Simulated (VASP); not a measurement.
Here is a VASP 6.6.1 calculation.

Contents of INCAR:

```
ALGO = Normal ; EDIFF = 1E-6
EDIFFG = -0.01 ; ENCUT = 600
GGA = PE ; IBRION = 2
ISIF = 3 ; ISMEAR = 0
IVDW = 12 ; KPAR = 2
LASPH = True ; LCHARG = False
LREAL = False ; LWAVE = False
NELM = 80 ; NSW = 90
PREC = Accurate ; SIGMA = 0.03
```

The input KPOINTS:

```
k-points
0
Gamma
  4 8 6
```

File POSCAR:

```
GeSe
1.0
   10.7900000000      0.0000000000      0.0000000000
    0.0000000000      3.8200000000      0.0000000000
    0.0000000000      0.0000000000      4.3800000000
Ge Se
4 4
Direct
    0.1210000000      0.7500000000      0.8940000000
    0.6210000000      0.7500000000      0.6060000000
    0.3790000000      0.2500000000      0.3940000000
    0.8790000000      0.2500000000      0.1060000000
    0.8520000000      0.7500000000      0.4970000000
    0.3520000000      0.7500000000      0.0030000000
    0.6480000000      0.2500000000      0.9970000000
    0.1480000000      0.2500000000      0.5030000000
```

Potentials or basis: VASP PAW PBE potentials, release 64 (Ge_d, Se).

Command:

```console
$ cat potpaw_PBE.64/Ge_d/POTCAR potpaw_PBE.64/Se/POTCAR > POTCAR
$ mpirun -np 2 vasp_std > vasp.out
```

Task: Predict the relaxed volume.

Result: 23.52 Å³/atom.

Task: Estimate the relaxed cell.

Result: a = 10.960 Å, b = 3.882 Å, c = 4.423 Å, α = 90.00°, β = 90.00°, γ = 90.00°.

Forces in eV/Å, atoms in the order of the input:
```
Ge   0.007  0.000 -0.007
Ge   0.007  0.000  0.007
Ge  -0.007  0.000 -0.007
Ge  -0.007  0.000  0.007
Se   0.005  0.000  0.007
Se   0.005  0.000 -0.007
Se  -0.005  0.000  0.007
Se  -0.005  0.000 -0.007
```

Zero-point motion and thermal expansion aren't in these numbers.
